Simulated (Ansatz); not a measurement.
Ti: a film clamped to a substrate

Level of theory: DFT PBEsol, scalar-relativistic, plane waves, PAW (Ansatz 0.2.0). The runs took a 420 eV cutoff, a Γ-centred 26×26×26 mesh and Gaussian smearing (0.15 eV). No spin polarisation. Energies are free energies at this smearing, counted from the undisturbed cell; pressure is positive in compression.

Reference structure (relaxed at this level; with this scan's settings it stands at 0.1 GPa; this fcc form isn't the usual structure):

```xyz
1
Lattice="0.0000 2.0279 2.0279 2.0279 0.0000 2.0279 2.0279 2.0279 0.0000" Properties=species:S:1:pos:R:3 pbc="T T T"
Ti    0.0000    0.0000    0.0000
```

The cell (1 atom, V0 = 16.68 Å³) is strained by p along both x and y and by q along z, fractional coordinates fixed. τp = (1/V0) ∂E/∂p = (σxx + σyy)(1 + p)(1 + q) and τq = (1/V0) ∂E/∂q = σzz(1 + p)², with tension positive.

```csv
p,q,ΔE (meV/atom),τp (GPa),τq (GPa)
0.000,0.000,0.00,-0.14,-0.07
-0.025,0.000,16.76,-13.02,-5.51
0.025,0.000,14.61,11.10,4.81
0.000,-0.025,4.81,-5.46,-3.68
0.000,0.025,4.17,4.85,3.22
```

Problem. Get the second derivatives of the energy density.

Solution. Central differences give A = ∂τp/∂p = 482 GPa (C11 + C22 + 2 C12), C = ∂τq/∂q = 138 GPa (C33) and the cross term B = ∂τq/∂p = 206 GPa (C13 + C23); ∂τp/∂q = 206 GPa must equal B, and any difference shows higher-order terms. The ions are clamped. In a cubic crystal C11 = C = 138, C12 = B/2 = 103 GPa and A should be 2(C11 + C12) = 482 GPa; the bulk modulus is (C11 + 2 C12)/3 = 115 GPa.

Problem. A film of this crystal grows with z along the normal on a substrate that imposes p. How does its thickness respond, and what does the misfit cost?

Solution. Count p and q from the stress-free cell. A free surface needs τq = 0, so q = −(B/C) p = -1.50 p. The energy density left is (A − B²/C) p²/2 = M p², with the biaxial modulus M = 87 GPa; a misfit of 1 % costs 0.90 meV/atom, against 2.51 meV/atom if the thickness were held.

In a metal these slopes depend on the k mesh and the smearing.

Letting the thickness relax cuts the cost of a 1 % misfit from 2.51 to 0.90 meV/atom, because the crystal resists a change of volume far more than a tetragonal change of shape. C11 (138 GPa) lies only modestly above C12 (103 GPa), so the film thins by 1.50 times the in-plane stretch and recovers much, though not all, of the added volume. In-plane tension with thinning follows the Bain path from fcc towards bcc. The soft shear probably reflects the partly filled d band of a group 4 metal, whose band energy changes little along this path while compression meets strong kinetic and overlap repulsion. Compression costs more than equal tension for both strains, as expected from anharmonic bonding, so the quadratic misfit energy is a small-strain result. The positive C11 − C12 supports resistance to small homogeneous tetragonal distortion, but C44 isn't sampled, so neither full elastic stability nor the response of films grown along other directions follows.
